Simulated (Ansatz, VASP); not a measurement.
This is a calculation of HgTe (Coloradoite) for Ansatz 0.2.0. 

Contents of input.yaml:

```yaml
crystal:
  lattice:
    - [0.0, 3.2145, 3.2145]
    - [3.2145, 0.0, 3.2145]
    - [3.2145, 3.2145, 0.0]
  atoms:
    - { symbol: Hg, position: [0.0, 0.0, 0.0] }
    - { symbol: Te, position: [0.75, 0.75, 0.75] }
kpoints:
  mp_grid: { grid: [7, 7, 7] }
scf:
  occupations: { method: fermi_dirac, width: 0.05 }
hamiltonian:
  xc: pbe
  pseudopotentials: { kind: all_electron, lapw: { basis_error: 0.001 } }
output:
  forces: true
  stress: true
relax:
  f_tol: 0.01
  max_steps: 60
  cell: {}
```

Potentials or basis: all-electron LAPW, scalar-relativistic.

The run is started by

```bash
$ ansatz run input.yaml --threads 1 --pin off --max-ram 3072MiB --backend cpu --events-out ev --progress --plain --runs-dir out
```

Problem. What does the same run look like in VASP 6.6.1? Potentials or basis there: PBE PAW files Hg_sv_GW, Te_GW, 680 eV.

Solution. As run (cutoffs and basis follow the program's own potentials, and thresholds, step limits or extra output files can differ):

INCAR

```
PREC     = Accurate       # precision mode
ENCUT    = 680            # plane-wave cutoff, eV
EDIFF    = 1E-7           # SCF threshold, eV
ISMEAR   = -1             # smearing method
SIGMA    = 0.05           # smearing width, eV
LREAL    = False          # projectors in reciprocal space
LASPH    = True           # aspherical terms in the spheres
NELM     = 80             # most SCF steps
ALGO     = Normal         # electronic algorithm
ISIF     = 3              # what is computed and relaxed
LWAVE    = False          # write WAVECAR
LCHARG   = False          # write CHGCAR
GGA      = PE             # functional
IBRION   = 2              # ionic algorithm
NSW      = 40             # ionic steps
EDIFFG   = -0.005         # ionic threshold
```

The input KPOINTS:

```
Automatic mesh
0
Gamma
  7 7 7
```

File POSCAR:

```
HgTe
1.0
    0.0000000000      3.2145000000      3.2145000000
    3.2145000000      0.0000000000      3.2145000000
    3.2145000000      3.2145000000      0.0000000000
Hg Te
1 1
Direct
    0.0000000000      0.0000000000      0.0000000000
    0.7500000000      0.7500000000      0.7500000000
```

Potentials or basis: VASP PAW PBE potentials, release 64 (Hg_sv_GW, Te_GW).

Run with:

```sh
$ cat potpaw_PBE.64/Hg_sv_GW/POTCAR potpaw_PBE.64/Te_GW/POTCAR > POTCAR
$ mpirun -np 1 vasp_std > vasp.out
```

Both were run:

|  | Ansatz | VASP |
| --- | --- | --- |
| Relaxed volume | 36.82 Å³/atom | 36.67 Å³/atom |
| Relaxed cell | a = 4.705 Å, b = 4.705 Å, c = 4.705 Å, α = 60.00°, β = 60.00°, γ = 60.00° | a = 4.698 Å, b = 4.698 Å, c = 4.698 Å, α = 60.00°, β = 60.00°, γ = 60.00° |
| Space group after relaxing | F-43m (No. 216) | F-43m (No. 216) |
| Pressure after relaxing | 0.0 GPa | 0.0 GPa |

Where Ansatz's input types no cutoff or centring, it takes its own default and a Γ-centred mesh.

Pressure is positive in compression.
